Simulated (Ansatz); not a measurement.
# BN: the cost of one run

Method: DFT LDA, scalar-relativistic, plane waves, PAW, in Ansatz 0.2.0.

1 further run of the same task is left out (set aside as unsound or not needed).

### 1 The starting structure

Symmetry: P6_3/mmc, No. 194, hexagonal system. The conventional cell has a = 2.488 Å, b = 2.488 Å, c = 6.495 Å, α = 90.00°, β = 90.00°, γ = 120.00°. Around B (site symmetry -6m2) lie 3 N at 1.44 Å. Around N (site symmetry -6m2) lie 3 B at 1.44 Å.

Coordinates:

```cif
data_structure
_symmetry_space_group_name_H-M 'P 1'
_symmetry_Int_Tables_number 1
_cell_length_a 2.4884
_cell_length_b 2.4884
_cell_length_c 6.4953
_cell_angle_alpha 90.000
_cell_angle_beta 90.000
_cell_angle_gamma 120.000
_cell_volume 34.83
loop_
_atom_site_label
_atom_site_type_symbol
_atom_site_fract_x
_atom_site_fract_y
_atom_site_fract_z
_atom_site_occupancy
B1 B 0.33333 0.66667 0.25000 1
B2 B 0.66667 0.33333 0.75000 1
N1 N 0.33333 0.66667 0.75000 1
N2 N 0.66667 0.33333 0.25000 1
```

It is the result of an earlier relaxation at this level (volume 8.71 Å³/atom; gap on the mesh: 4.07 eV).

### 2 What is varied

The energy is mapped over a normal mode and a strain (zone-centre modes of the cell shown) (x along [1 0 0], y along [1 2 0], z along [0 0 1] of the conventional cell).

The axes are (1) amplitude of mode 4 (50 cm⁻¹), largest displacement in the unstrained cell: 7 values from −0.431 Å; (2) strain +e along z and -e/2 along x and y: 7 values from −7.00 %.

Nothing else is relaxed (the pattern is fixed in fractional coordinates). Energies count from the relaxed high-symmetry cell. Points are written as (first, second).

The modes come from a phonon run on the reference cell, made beforehand.

The patterns, per unit of each coordinate (Å):

```csv
atom,x1,y1,z1
B1,1.000,0.000,0.000
B2,-1.000,0.000,0.000
N3,-0.999,0.000,0.000
N4,0.999,0.000,0.000
```

### 3 Grid point (−0.431 Å, −7.00 %)

input.yaml

```yaml
crystal:
  lattice:
    - [2.5754440236, 0.0, 0.0]
    - [-1.2877220118, 2.2303999504, 0.0]
    - [0.0, 0.0, 6.0406024751]
  atoms:
    - { symbol: B, position: [0.1601263073, 0.6666666667, 0.25] }
    - { symbol: B, position: [0.8398736927, 0.3333333333, 0.75] }
    - { symbol: "N", position: [0.5063151144, 0.6666666667, 0.75] }
    - { symbol: "N", position: [0.4936848856, 0.3333333333, 0.25] }
basis:
  ecutwfc: 520.0
kpoints:
  mp_grid: { grid: [12, 12, 4] }
hamiltonian:
  xc: lda
  pseudopotentials: { kind: paw, azcp: { folder: soft_1 } }
scf:
  occupations: { method: gaussian, width: 0.05 }
output:
  forces: true
  stress: true
  eigenvalues: true
```

On the command line:

```console
ansatz run input.yaml --threads 1 --pin off --max-ram 2048MiB --backend cpu --events-out ev --progress --plain --runs-dir out
```

**Question.** How long does this run take on 1 thread of Arm Neoverse N1, shared host, and how much memory does it need?

About 15 s, with a peak of 0.36 GiB.
